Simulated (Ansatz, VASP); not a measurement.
## Be: VASP beside Ansatz

Contents of INCAR:

```
ALGO = Normal ; EDIFF = 1E-6
ENCUT = 520 ; GGA = PE
ISIF = 2 ; ISMEAR = -1
LASPH = T ; LCHARG = F
LREAL = F ; LWAVE = F
NBANDS = 7 ; NELM = 80
PREC = Accurate ; SIGMA = 0.08
```

KPOINTS

```
k-points
0
Gamma
  21 21 21
```

POSCAR

```
Be
1.0
   -1.2158767768      1.2158767768      1.2158767768
    1.2158767768     -1.2158767768      1.2158767768
    1.2158767768      1.2158767768     -1.2158767768
Be
1
Direct
    0.0000000000      0.0000000000      0.0000000000
```

Input for Ansatz:

```yaml
crystal:
  lattice:
    - [-1.2158767768, 1.2158767768, 1.2158767768]
    - [1.2158767768, -1.2158767768, 1.2158767768]
    - [1.2158767768, 1.2158767768, -1.2158767768]
  atoms:
    - { symbol: Be, position: [0.0, 0.0, 0.0] }
kpoints:
  mp_grid: { grid: [21, 21, 21] }
scf:
  occupations: { method: fermi_dirac, width: 0.08 }
hamiltonian:
  xc: pbe
  pseudopotentials: { kind: all_electron, lapw: { basis_error: 0.001 } }
output:
  forces: true
  stress: true
  eigenvalues: true
  populations: true
```

Change from the starting cell: volume scaled by 0.92, LAPW.

Alike in both runs: task single point; functional PBE; k mesh 21 × 21 × 21; occupations fermi-dirac, width 0.08 eV; no spin polarisation.

|  | VASP | Ansatz |
| --- | --- | --- |
| version | VASP 6.6.1 | Ansatz 0.2.0 |
| potentials or method | VASP PAW PBE potentials, release 64 (Be) | all-electron LAPW, scalar-relativistic |
| plane-wave cutoff (eV) | 520 | see its input |

Ansatz gave:

* pressure (GPa): 11.8

**Question.** Which values does VASP return?

**Answer.** Pressure (GPa): 12.1.

Ansatz ran all-electron here, so the differences hold the error of VASP's frozen core and of both bases.
